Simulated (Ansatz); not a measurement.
# Pb in Ansatz: the effect of functional

Pb:

```
CELL_PARAMETERS angstrom
0.00000 2.47502 2.47502
2.47502 0.00000 2.47502
2.47502 2.47502 0.00000
ATOMIC_POSITIONS crystal
Pb 0.00000 0.00000 0.00000
```

Alike in all runs:

| Quantity | Value |
| --- | --- |
| Program | Ansatz 0.2.0 |
| Task | band structure |
| Potentials or basis | Ansatz PAW |
| k mesh | 5 × 5 × 5 |
| Occupations | fermi-dirac, width 0.05 eV |
| Spin | no spin polarisation |

| functional | cutoff | pressure (GPa) |
| --- | --- | --- |
| LDA | 420 eV (not typed: the program's choice for these potentials) | -2.5 |
| PBE | 420 eV (not typed: the program's choice for these potentials) | 1.9 |
| PBEsol | 420 eV (not typed: the program's choice for these potentials) | ? |
| RPBE | 420 eV (not typed: the program's choice for these potentials) | 3.5 |
| revPBE | 420 eV (not typed: the program's choice for these potentials) | 3.1 |
| BLYP | 420 eV (not typed: the program's choice for these potentials) | 5.5 |
| r2SCAN | 500 eV (not typed: the program's choice for these potentials) | 0.8 |

Question: What does the run with functional PBEsol give?

Answer: Pressure -1.0 GPa.

Caveats: all runs use coarse meshes; the PAW data sets come from PBE, with cores solved anew for the run's functional, which leaves a small shift of forces and pressure (some runs).
